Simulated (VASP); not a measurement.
Here is the system:

```
CELL_PARAMETERS angstrom
      0.00000     2.51619     2.51619
      2.51619     0.00000     2.51619
      2.51619     2.51619     0.00000
ATOMIC_POSITIONS crystal
  Zr 0.00000 0.00000 0.00000
  O  0.25000 0.25000 0.25000
  O  0.75000 0.75000 0.75000
```

Computed with LDA (Ceperley-Alder, Perdew-Zunger), VASP's LDA PAW potentials (set 64) (plane waves; VASP). Settings: 520 eV cut-off, 8×8×8 Γ-centred mesh, Gaussian smearing of 0.010 eV, potentials Zr_sv O.

Q: Give the electronic dielectric tensor ε∞ (DFPT, local fields included).

A: 
```
5.82  0.00  0.00
0.00  5.82  0.00
0.00  0.00  5.82
```

Q: Give the Born effective charges.

A: 
```
atom   Z*xx   Z*yy   Z*zz   mean
----  -----  -----  -----  -----
Zr1    5.74   5.74   5.74   5.74
O2    -2.87  -2.87  -2.87  -2.87
O3    -2.87  -2.87  -2.87  -2.87
```

Q: And the static tensor with the ions free?

A: 
```
36.4  0.00  0.00
0.00  36.4  0.00
0.00  0.00  36.4
```

Q: Which frequencies do the optical Γ-point modes have (no LO-TO splitting)?

A: 265 (×3), 580 (×3) cm⁻¹.

The compound is ZrO2 in the fluorite structure, the high-temperature cubic form, which is unstable at 0 K; the monoclinic form is the stable one. It was relaxed first.
